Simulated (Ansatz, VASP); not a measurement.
**Two plane-wave programs on As**

INCAR

```
SYSTEM = As
PREC = Accurate
ENCUT = 520
EDIFF = 1E-6
ISMEAR = 0
SIGMA = 0.02
LREAL = .FALSE.
LASPH = .TRUE.
NELM = 80
ALGO = Normal
ISIF = 2
LWAVE = .FALSE.
LCHARG = .FALSE.
LDIPOL = .TRUE.
IDIPOL = 3
DIPOL = 0.5 0.5 0.500
NBANDS = 12
```

Contents of KPOINTS:

```
Automatic mesh
0
G
  9 9 1
  0 0 0
```

The input POSCAR:

```
As
1.0
    3.4630000000      0.0000000000      0.0000000000
   -1.7315000000      2.9990459733      0.0000000000
    0.0000000000      0.0000000000     28.0000000000
As
2
Direct
    0.3333333333      0.6666666667      0.5370000000
    0.6666666667      0.3333333333      0.4630000000
```

Input for Ansatz:

```yaml
crystal:
  lattice:
    - [3.463, 0.0, 0.0]
    - [-1.7315, 2.9990459733, 0.0]
    - [0.0, 0.0, 28.0]
  atoms:
    - { symbol: As, position: [0.3333333333, 0.6666666667, 0.537] }
    - { symbol: As, position: [0.6666666667, 0.3333333333, 0.463] }
  periodic: [true, true, false]
basis:
  ecutwfc: 420
kpoints:
  mp_grid: { grid: [9, 9, 1] }
hamiltonian:
  xc: lda
scf:
  occupations: { method: gaussian, width: 0.02 }
output:
  forces: true
  stress: true
  eigenvalues: true
```

Alike in both runs: task single point; functional LDA; k mesh 9 × 9 × 1; occupations gaussian, width 0.02 eV; no spin polarisation.

|  | VASP | Ansatz |
| --- | --- | --- |
| version | VASP 6.6.1 | Ansatz 0.2.0 |
| potentials or method | VASP PAW LDA potentials, release 64 (As) | scalar-relativistic, plane waves, PAW |
| plane-wave cutoff (eV) | 520 | 420 |
| valence electrons in the cell | 10 | 30 |

```tsv
	VASP	Ansatz	Ansatz less VASP
gap on the k mesh at the Fermi level (eV)	none	none	-
rms of the force components (eV/Å)	1.699	1.703	+0.0035
```

Atom by atom the forces differ by 0.004 eV/Å (rms over components). A gap of «none» marks a metal or a gap that the smearing closes. The two sets of potentials don't hold the same shells in valence.
